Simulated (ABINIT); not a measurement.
A run of ABINIT 10.8.3 (patched build) is set up as follows.

Contents of run.abi:

```
ndtset 7
getwfk -1
scalecart1 3*0.9795861087
scalecart2 3*0.9864848297
scalecart3 3*0.9932883884
scalecart4 3*1.0000000000
scalecart5 3*1.0066227096
scalecart6 3*1.0131594038
scalecart7 3*1.0196128224

pp_dirpath "./"
pseudos "Ta.GGA_PBE-JTH.xml"

acell 2.8601008575 2.8601008575 2.8601008575 Angstrom
rprim
    -0.5773502692     0.5773502692     0.5773502692
     0.5773502692    -0.5773502692     0.5773502692
     0.5773502692     0.5773502692    -0.5773502692
ntypat 1
znucl 73
natom 1
typat 1
xred
     0.0000000000     0.0000000000     0.0000000000

ecut 15.0
pawecutdg 30.0

kptopt 4
ngkpt 11 11 11
nshiftk 1
shiftk 0.0 0.0 0.0

ixc -116133

nband 22
occopt 3
tsmear 0.00183747

nspinor 2
nspden 1
pawspnorb 1

nstep 100
tolvrs 1.0e-9

iomode 3
prtwf 1
prtden 0
prteig 0
prtebands 0
enunit 1
```

Potentials or basis: JTH PAW PBE v2.0.

Command:

```console
$ abinit run.abi > log 2>&1
```

Q: What does it give for the pressure derivative of the bulk modulus?

A: 4.0.

Q: What does it give for the bulk modulus?

A: 210 GPa.

Energy against volume, from the lowest point:
| volume (Å³/atom) | energy (meV/atom) |
| --- | --- |
| 16.930 | 20.23 |
| 17.290 | 4.92 |
| 17.650 | 0.00 |
| 18.010 | 5.07 |
| 18.371 | 18.66 |
| 18.731 | 39.99 |
| 19.091 | 68.67 |

Caveat: the cutoff is too short for stress, so the log's stress isn't used; pressures at fixed basis lie under the slope of the energies; the PAW data sets were made with another functional, which shifts forces and pressure a little.

**What was measured.**

“Refinement of the equation of state of tantalum”, 2004, arxiv:cond-mat/0403080 quotes, for a bulk crystal of Ta: bulk modulus 194 GPa.

A measured bulk modulus of Ta is 194 GPa (quoted in “Refinement of the equation of state of tantalum”, 2004, arxiv:cond-mat/0403080); the calculated 210 GPa misses it by +8.3 %. The fit is for a static lattice scaled at fixed shape and fixed fractional positions.
